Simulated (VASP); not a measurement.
A run of VASP 6.6.1 is set up as follows.

run.py

```python
from ase.calculators.vasp import Vasp
from ase.dft.bandgap import bandgap
from ase.io import read

atoms = read('POSCAR')
calc = Vasp(
    directory='calc',
    xc='rpbe',
    pp='PBE',
    setups='minimal',
    prec='Accurate',
    encut=500,
    ediff=1e-06,
    ismear=0,
    sigma=0.05,
    lreal=False,
    lasph=True,
    nelm=100,
    algo='Normal',
    isif=2,
    lwave=False,
    lcharg=False,
    kpts=[11, 11, 11],
    gamma=True,
    nbands=10,
)
atoms.calc = calc

print('energy (eV):', atoms.get_potential_energy())
print('free energy (eV):', atoms.get_potential_energy(force_consistent=True))
print('forces (eV/A):')
print(atoms.get_forces())
print('stress (eV/A^3, Voigt):', atoms.get_stress())
print('Fermi level (eV):', calc.get_fermi_level())
gap, top, bottom = bandgap(calc)
print('band gap (eV):', gap, 'from (spin, k, band)', top, 'to', bottom)
```

File POSCAR:

```
I
1.0
   -1.6174560000      1.6174560000      4.2648080000
    1.6174560000     -1.6174560000      4.2648080000
    1.6174560000      1.6174560000     -4.2648080000
I
1
Direct
    0.0000000000      0.0000000000      0.0000000000
```

Potentials or basis: VASP PAW PBE potentials, release 64 (I).

Run with:

```sh
$ python run.py
```

Q: Predict the pressure.

A: 1.3 GPa.

Q: Estimate the band gap on the k mesh.

A: None (metal or under the smearing width).

Stress tensor (GPa, compression positive):
```
1.34 0.00 0.00
0.00 1.34 0.00
0.00 0.00 1.07
```

Caveat: the PAW data sets were made with another functional, which shifts forces and pressure a little; an odd number of electrons without spin polarisation forces a metal; a magnetic or distorted state may lie lower. The run has no spin-orbit coupling, so splittings on I are missing.
